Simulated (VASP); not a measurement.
Given:

```xyz
4
Lattice="1.8250 -3.1610 0.0000 1.8250 3.1610 0.0000 0.0000 0.0000 3.8700" Properties=species:S:1:pos:R:3 pbc="T T T"
Li     1.9450     1.1037     0.0000
Li     1.8250    -1.0537     0.0000
Li     0.0000     0.0000     1.9350
N      0.0000     0.0000     0.0000
```

Calculation: PBE GGA, VASP's PBE PAW potentials (set 64) (plane waves; VASP). Numerical set-up: 520 eV cut-off, 5×5×5 Γ-centred mesh, Gaussian smearing of 0.050 eV, potentials Li_sv N.

**Question.** The ions are relaxed. Predict the relaxed structure.

**Answer.** 
```xyz
4
Lattice="1.8250 -3.1610 0.0000 1.8250 3.1610 0.0000 0.0000 0.0000 3.8700" Properties=species:S:1:pos:R:3 pbc="T T T"
Li     1.8561     1.0664     0.0000
Li     1.8550    -1.0410     0.0000
Li     0.0289     0.0120     1.9350
N      0.0301     0.0127     0.0000
```
Space group P6/mmm (191), at a tolerance of 0.03 Å.

**Question.** How much energy does the relaxation gain?

**Answer.** The energy (σ→0) changes by -12.5 meV/atom, in 9 ionic steps.

The compound is Li3N in the alpha structure. This run relaxes the ions in a fixed cell. Symmetry was kept, so distortions that lower it aren't found.
